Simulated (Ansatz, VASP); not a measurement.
## One calculation of Ag, two programs

INCAR

```
PREC = Accurate
ENCUT = 520
EDIFF = 1E-6
ISMEAR = 0
SIGMA = 0.011
LREAL = F
LASPH = T
NELM = 100
ALGO = Fast
ISIF = 2
LWAVE = F
LCHARG = F
GGA = PE
NBANDS = 12
```

The input KPOINTS:

```
regular mesh
0
Gamma
  11 11 11
```

Contents of POSCAR:

```
Ag
1.0
    0.0000000000      2.0427500000      2.0427500000
    2.0427500000      0.0000000000      2.0427500000
    2.0427500000      2.0427500000      0.0000000000
Ag
1
Direct
    0.0000000000      0.0000000000      0.0000000000
```

Contents of input.yaml:

```yaml
crystal:
  lattice:
    - [0.0, 2.04275, 2.04275]
    - [2.04275, 0.0, 2.04275]
    - [2.04275, 2.04275, 0.0]
  atoms:
    - { symbol: Ag, position: [0.0, 0.0, 0.0] }
hamiltonian:
  xc: pbe
  pseudopotentials: { kind: paw }
kpoints:
  mp_grid: { grid: [11, 11, 11] }
scf:
  occupations: { method: gaussian, width: 0.011 }
output:
  forces: true
  stress: true
  eigenvalues: true
```

Alike in both runs: task single point; functional PBE; k mesh 11 × 11 × 11; occupations gaussian, width 0.011 eV; no spin polarisation.

```csv
,VASP,Ansatz
version,VASP 6.6.1,Ansatz 0.2.0
potentials or method,"VASP PAW PBE potentials, release 64 (Ag)",Ansatz PAW
plane-wave cutoff (eV),520,420
valence electrons in the cell,11,19
```

VASP gave:

* gap on the k mesh at the Fermi level (eV): none
* pressure (GPa): 4.2

Question: Which values does Ansatz return?

Answer: gap on the k mesh at the Fermi level (eV): none; pressure (GPa): 4.3.

A gap of «none» marks a metal or a gap that the smearing closes. The functional is the same, so the differences come from potentials, cutoffs and numerics. The two sets of potentials don't hold the same shells in valence.
